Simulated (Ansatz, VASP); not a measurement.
# One calculation of ZrC, two programs

```xyz
2
Lattice="0.0000 2.4114 2.4114 2.4114 0.0000 2.4114 2.4114 2.4114 0.0000" Properties=species:S:1:pos:R:3 pbc="T T T"
Zr    2.4114    2.4114    2.4114
C     0.0000    0.0000    0.0000
```

Change from the starting cell: volume scaled by 1.06.

Alike in both runs: task single point; functional PBEsol; k mesh 10 × 10 × 10; occupations fermi-dirac, width 0.05 eV; no spin polarisation.

|  | VASP | Ansatz |
| --- | --- | --- |
| version | VASP 6.6.1 | Ansatz 0.2.0 |
| potentials or method | VASP PAW PBE potentials, release 64 (Zr_sv, C) | Ansatz PAW |
| plane-wave cutoff (eV) | 520 | 420 |
| valence electrons in the cell | 16 | 16 |

VASP gave:

```
gap on the k mesh at the Fermi level (eV) : none
pressure (GPa)                            : -18.6
```

Problem. What did Ansatz give for the same quantities?

Solution. gap on the k mesh at the Fermi level (eV): none; pressure (GPa): -18.8.

A gap of «none» marks a metal or a gap that the smearing closes.

Caveats: the PAW data sets were made with another functional, which shifts forces and pressure a little (VASP); the PAW data sets come from PBE, with cores solved anew for the run's functional, which leaves a small shift of forces and pressure (Ansatz).
